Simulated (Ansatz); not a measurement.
## In2Se (model cell, started as cuprite): relaxing the cell for a phonon run

Task: relax In2Se (model cell, started as cuprite) tightly.

Calculated with Ansatz 0.2.0; DFT PBEsol, scalar-relativistic, plane waves, PAW.

The structure was built from a prototype and need not be the compound's stable phase.

## 1. Starting point

Symmetry: Pn-3m, No. 224, cubic system. Conventional cell: a = 6.666 Å, b = 6.666 Å, c = 6.666 Å, α = 90.00°, β = 90.00°, γ = 90.00°. Nearest to Se lie 4 In at 2.89 Å. In has 2 Se at 2.89 Å nearest. Farther neighbours and most contacts between anions are not listed.

## 2. A coarse first look

A quick single point on a coarse mesh tells whether the cell has a gap and how far it is from rest, which sets the k mesh and smearing that follow.

File input.yaml:

```yaml
crystal:
  lattice:
    - [6.66586, 0.0, 0.0]
    - [0.0, 6.66586, 0.0]
    - [0.0, 0.0, 6.66586]
  atoms:
    - { symbol: Se, position: [0.0, 0.0, 0.0] }
    - { symbol: Se, position: [0.5, 0.5, 0.5] }
    - { symbol: In, position: [0.25, 0.25, 0.25] }
    - { symbol: In, position: [0.75, 0.75, 0.25] }
    - { symbol: In, position: [0.75, 0.25, 0.75] }
    - { symbol: In, position: [0.25, 0.75, 0.75] }
kpoints:
  mp_grid: { grid: [4, 4, 4] }
hamiltonian:
  xc: pbesol
scf:
  occupations: { method: gaussian, width: 0.1 }
output:
  forces: true
  stress: true
  eigenvalues: true
```

Run with:

```sh
$ ansatz run input.yaml --threads 8 --pin off --max-ram 14336MiB --backend cpu --events-out ev --progress --plain --runs-dir out
```

Numbers of over 12 decimals in the logs are rounded to 6 here.

Log:

```text
Engine: ansatz 0.2.0, aarch64-unknown-linux-gnu
Pseudopotentials: kind: paw
Pseudopotential: Se, paw, valence charge 16, recommended cutoff 420 eV (normal), Se.paw.azcp
Pseudopotential: In, paw, valence charge 13, recommended cutoff 420 eV (normal), In.paw.azcp
Functional definition: PBEsol
  exchange = pbesol_x
  correlation = pbesol_c
Crystal: 6 atoms, lattice volume = 296.189 Å³
[...]
k-point 0: bands = [... 38 lower, 0.3745, 2.8666, 2.8666, 3.2596, 3.2596, 3.2596, 5.1982, 5.1982, ... 5 higher]
  k-point 1: bands = [... 38 lower, 0.9172, 2.8522, 3.0735, 3.0870, 3.0870, 3.2942, 4.5684, 5.2229, ... 5 higher]
  k-point 2: bands = [... 38 lower, 1.9221, 1.9221, 2.9563, 2.9563, 3.6743, 3.6743, 4.3204, 4.3204, ... 5 higher]
  k-point 9: bands = [... 38 lower, 0.1718, 3.1576, 3.1576, 3.1576, 3.6660, 3.6660, 3.6660, 5.5816, ... 5 higher]
[key lines of the parts left out:]
SCF converged after 7 iterations
Free energy (F): -32947.146387 eV
Fermi energy:    3.147944 eV
P = ⅓ Tr σ = -0.1644 GPa (-1.644 kbar)
```

It took 1.2 s on 8 threads of Arm Neoverse V2, shared host; peak memory 0.99 GiB; 7.6 s of CPU time.

This step gave:

```yaml
pressure: -0.1644 GPa
volume_per_atom: 49.36 Å³
gap_on_the_k_mesh: 0 eV
```

The coarse mesh shows no gap and a pressure of -0.2 GPa.

## 3. Bringing the structure to rest

The cell and atoms are relaxed, since residual forces and stress would shift the frequencies.

input.yaml, as its differences from that of step 2:

```diff
@@ -13,3 +13,3 @@
 kpoints:
-  mp_grid: { grid: [4, 4, 4] }
+  mp_grid: { grid: [6, 6, 6] }
 hamiltonian:
@@ -22 +22,6 @@
   eigenvalues: true
+relax:
+  adjacent_minimum: "off"
+  f_tol: 0.005
+  max_steps: 80
+  cell: { stress_tol: 0.05 }
```

Log:

```text
[...]
Crystal: 6 atoms, lattice volume = 296.189 Å³
Basis set: ecut = 420 eV, 5743 PW (Γ), exchange–correlation on 90×90×90 points (8 copies of the dense FFT grid, shifted against one another)
Bands: 51, of which v1, the nominal top of the filled ones, is band 42 counted from 1 (41 counted from 0)
Symmetry: 48 space group operations
[...]
k-points: 20 of 216
[...]
SCF iter   1: F=—  HF=-32947.165616 eV  |F-HF|=—  |Δ(HF+E_count)|=         —  Δρ=5.11e-3  dr2=2.26e-1  ethr=1.77e-3  ⟨swp⟩=7.5  Hψ=3783  notcnv=0
[...]
SCF iter   7: F=-32947.140985 eV  HF=-32947.140985 eV  |F-HF|=8.59e-10  |Δ(HF+E_count)|=   2.54e-7  Δρ=2.49e-6  dr2=3.10e-8  ethr=1.19e-10  ⟨swp⟩=11.0  Hψ=4800  notcnv=0
SCF 1 converged in 7 iterations: F = -32947.140985 eV  dr2 = 3.10e-8
[...]
relax step   1: F+E_penalty+E_count = -32947.14098546 eV  Δ(F+E_penalty+E_count) = +0.000e0 eV  max|allowed force component| = 4.819e-20 eV/Å  Δτ_max = 0.0000 Å  P = -0.158 GPa  Ω = 296.189 Å³  (7 SCF iters, dr2 threshold 1.00e-7 eV, accepted)
Crystal: 6 atoms, lattice volume = 294.094 Å³
[...]
iter 1 solved again at ethr=2.34e-6 eV; its pass at ethr=3.10e-3 eV (dr2=1.97e-3 eV) is discarded
[...]
SCF iter   5: F=-32947.142876 eV  HF=-32947.142876 eV  |F-HF|=1.58e-9  |Δ(HF+E_count)|=   3.50e-8  Δρ=1.72e-6  dr2=1.74e-8  ethr=7.45e-11  ⟨swp⟩=5.8  Hψ=3423  notcnv=0
SCF 2 converged in 5 iterations: F = -32947.142876 eV  dr2 = 1.74e-8
relax step   2: F+E_penalty+E_count = -32947.14287598 eV  Δ(F+E_penalty+E_count) = -1.891e-3 eV  max|allowed force component| = 3.469e-18 eV/Å  Δτ_max = 0.0000 Å  P = -0.099 GPa  Ω = 294.094 Å³  energy of the carried Pulay correction = +2.050e-4 eV  (5 SCF iters, dr2 threshold 6.26e-8 eV, accepted)
Crystal: 6 atoms, lattice volume = 290.633 Å³
Basis set: ecut = 420 eV, 5695 PW (Γ), exchange–correlation on 90×90×90 points (8 copies of the dense FFT grid, shifted against one another)
[...]
SCF iter   6: F=-32947.144281 eV  HF=-32947.144281 eV  |F-HF|=7.47e-9  |Δ(HF+E_count)|=   4.40e-8  Δρ=1.55e-6  dr2=7.73e-9  ethr=2.93e-11  ⟨swp⟩=5.2  Hψ=3640  notcnv=0
SCF 3 converged in 6 iterations: F = -32947.144281 eV  dr2 = 7.73e-9
relax step   3: F+E_penalty+E_count = -32947.14428073 eV  Δ(F+E_penalty+E_count) = -1.405e-3 eV  max|allowed force component| = 3.759e-18 eV/Å  Δτ_max = 0.0000 Å  P = +0.002 GPa  Ω = 290.633 Å³  energy of the carried Pulay correction = +5.489e-4 eV  (6 SCF iters, dr2 threshold 2.46e-8 eV, accepted)
[...]
SCF iter   5: F=-32947.143738 eV  HF=-32947.143738 eV  |F-HF|=0.00e0  |Δ(HF+E_count)|=  1.46e-11  Δρ=3.75e-8  dr2=2.62e-12  ethr=1.00e-12  ⟨swp⟩=6.0  Hψ=3909  notcnv=0
SCF 4 converged in 5 iterations: F = -32947.143738 eV  dr2 = 2.62e-12
relax step   4: F+E_penalty+E_count = -32947.14373775 eV  Δ(F+E_penalty+E_count) = +5.430e-4 eV  max|allowed force component| = 4.626e-18 eV/Å  Δτ_max = 0.0000 Å  P = +0.002 GPa  Ω = 290.633 Å³  stress off target by 1.87e-3 GPa  SCF on the basis re-selected at this cell (its energy is not comparable with the rows above)  (5 SCF iters)
basis re-selected at this cell: Δ(F+E_penalty+E_count) = +5.430e-4 eV, ΔP = +0.000 GPa vs the last step (what re-selecting the basis moved, of the pressure what is left beyond the Pulay correction that the steps carried, after the strain that the cell walked since its last selection, with what the two solves' SCF thresholds leave and, on support functions, any second-order correction that the steps lacked; it is no m [...]
SCF converged after 5 iterations
Free energy (F): -32947.143738 eV
[...]
Internal energy: -32947.123818 eV  (E = F + TS)
E sigma→0 (E₀):  -32947.133778 eV
Entropy (-TS):   -0.019920 eV (-3.320 meV/atom)
Fermi energy:    3.269443 eV
[...]
--- Stress (GPa, compression-positive) ---
        0.001872       0.000000      -0.000000
        0.000000       0.001872      -0.000000
       -0.000000      -0.000000       0.001872
  P = ⅓ Tr σ = 0.0019 GPa (0.019 kbar)
--- Band table (eV; the first three rows and the last of 20) ---
  k-point 0: bands = [... 38 lower, 0.4290, 2.9623, 2.9623, 3.4121, 3.4121, 3.4121, 5.3493, 5.3493, ... 5 higher]
  k-point 1: bands = [... 38 lower, 0.7180, 3.0563, 3.1418, 3.2443, 3.3143, 3.3143, 5.0094, 5.3932, ... 5 higher]
  k-point 2: bands = [... 38 lower, 1.3349, 2.7190, 3.1585, 3.1585, 3.3348, 3.7018, 4.3764, 5.3097, ... 5 higher]
  k-point 19: bands = [... 38 lower, 0.3624, 3.2967, 3.2967, 3.2967, 3.7799, 3.7799, 3.7799, 5.7470, ... 5 higher]
--- Relaxed structure (3 steps of the walk, 3 accepted, 1 SCFs on fresh bases) ---
  F+E_penalty+E_count = -32947.14373775 eV   max|allowed force component| = 4.626e-18 eV/Å   (the final SCF, on the basis selected at the relaxed cell)
  cell:  # Å, volume = 290.6329 Å³
    - [6.623918, 0, 0]
    - [0, 6.623918, 0.0]
    - [0, 0.0, 6.623918]
  atoms:
    - { symbol: Se, position: [0, 0, 0] }
    - { symbol: Se, position: [0.5, 0.5, 0.5] }
    - { symbol: In, position: [0.25, 0.25, 0.25] }
    - { symbol: In, position: [0.75, 0.75, 0.25] }
    - { symbol: In, position: [0.75, 0.25, 0.75] }
    - { symbol: In, position: [0.25, 0.75, 0.75] }
```

The job ended after 8.1 s (8 threads; peak memory 1.1 GiB).

The steps of the relaxation:

| step | energy less that of the first step (eV) | largest force component (eV/Å) | pressure (GPa) | volume (Å³) |
| --- | --- | --- | --- | --- |
| 1 | 0.0000 | 0.0000 | -0.16 | 296.19 |
| 2 | -0.0019 | 0.0000 | -0.10 | 294.09 |
| 3 | -0.0033 | 0.0000 | 0.00 | 290.63 |
| 4* | -0.0028 | 0.0000 | 0.00 | 290.63 |

Relaxation steps marked * repeat the geometry before them on a plane-wave basis chosen anew for their cell, so energy and pressure can jump there.

Forces are held to the 48 operations that the run works with; a distortion that breaks them can't arise in this run.

| conventional cell, symmetrised | before | after | change |
| --- | --- | --- | --- |
| a (Å) | 6.666 | 6.624 | -0.6 % |
| b (Å) | 6.666 | 6.624 | -0.6 % |
| c (Å) | 6.666 | 6.624 | -0.6 % |
| volume (Å³/atom) | 49.36 | 48.44 | -1.9 % |

The relaxed structure:

```xyz
6
Lattice="6.6239 0.0000 0.0000 0.0000 6.6239 0.0000 0.0000 0.0000 6.6239" Properties=species:S:1:pos:R:3 pbc="T T T"
Se    0.0000    0.0000    0.0000
Se    3.3120    3.3120    3.3120
In    1.6560    1.6560    1.6560
In    4.9679    4.9679    1.6560
In    4.9679    1.6560    4.9679
In    1.6560    4.9679    4.9679
```

Numbers from this step:

```yaml
pressure: 0.001872 GPa
volume_per_atom: 48.44 Å³
```

In this step the volume went from 49.36 to 48.44 Å³/atom.

## 4. Tight relaxation

Phonons need a cell at rest on their own settings, so the relaxation is repeated with tight tolerances on forces and stress on the k mesh and occupations of the first response run.

input.yaml, as its differences from that of step 3:

```diff
@@ -2,5 +2,5 @@
   lattice:
-    - [6.66586, 0.0, 0.0]
-    - [0.0, 6.66586, 0.0]
-    - [0.0, 0.0, 6.66586]
+    - [6.6239178573, 0.0, 0.0]
+    - [0.0, 6.6239178573, 0.0]
+    - [0.0, 0.0, 6.6239178573]
   atoms:
@@ -17,3 +17,3 @@
 scf:
-  occupations: { method: gaussian, width: 0.1 }
+  occupations: { method: methfessel_paxton, width: 0.2 }
 output:
@@ -24,4 +24,4 @@
   adjacent_minimum: "off"
-  f_tol: 0.005
-  max_steps: 80
-  cell: { stress_tol: 0.05 }
+  f_tol: 0.001
+  max_steps: 60
+  cell: { stress_tol: 0.01 }
```

Log:

```text
[...]
Crystal: 6 atoms, lattice volume = 290.633 Å³
Basis set: ecut = 420 eV, 5695 PW (Γ), exchange–correlation on 90×90×90 points (8 copies of the dense FFT grid, shifted against one another)
Bands: 51, of which v1, the nominal top of the filled ones, is band 42 counted from 1 (41 counted from 0)
[... 1 set-up line as in the run before ...]
[...]
k-points: 20 of 216
[...]
cell:  # Å, volume = 291.2273 Å³
    - [6.628430, 0, 0]
    - [0, 6.628430, 0]
    - [0, 0, 6.628430]
  atoms:
    - { symbol: Se, position: [0, 0, 0] }
    - { symbol: Se, position: [0.500000, 0.500000, 0.500000] }
    - { symbol: In, position: [0.250000, 0.250000, 0.250000] }
    - { symbol: In, position: [0.75, 0.75, 0.250000] }
    - { symbol: In, position: [0.75, 0.250000, 0.75] }
    - { symbol: In, position: [0.250000, 0.75, 0.75] }
[key lines of the parts left out:]
SCF converged after 6 iterations
Free energy (F): -32947.123776 eV
Fermi energy:    3.251288 eV
P = ⅓ Tr σ = -0.0001 GPa (-0.001 kbar)
```

Elapsed: 8.5 s, on 8 threads; peak memory 1.1 GiB; 63 s of CPU time.

Little changed from the start: no atom moved by 0.005 Å and no cell edge by 0.1 %.

Numbers from this step:

- pressure: -1.35e-4 GPa
- volume per atom: 48.54 Å³

The forces vanish by symmetry and the pressure is 0.000 GPa, within the tolerances set. The cell now holds 48.54 Å³/atom.

## 5. What came out

| Property | Result |
| --- | --- |
| space group after relaxation (within 0.01 Å) | Pn-3m |
| lattice constant a | 6.628 Å |
| lattice constant b | 6.628 Å |
| lattice constant c | 6.628 Å |
| volume per atom | 48.5 Å³ |

In words: The forces vanish by symmetry and the pressure is 0.000 GPa, within the tolerances set. The cell now holds 48.54 Å³/atom. The relaxation keeps the symmetry of its start, so it says nothing on stability against lower symmetry. The starting cell was built on a prototype and not taken from a measurement, so the phase need not exist.

[Logs are printed without paths, hosts, clocks, repeated set-up lines and the standing remarks that a program may print on its own settings, such as how far it seeks lower states.]

[Hosts, paths, dates, database ids (printed as entryN), source tags and the programs' standing remarks are cut or masked in the printed files.]
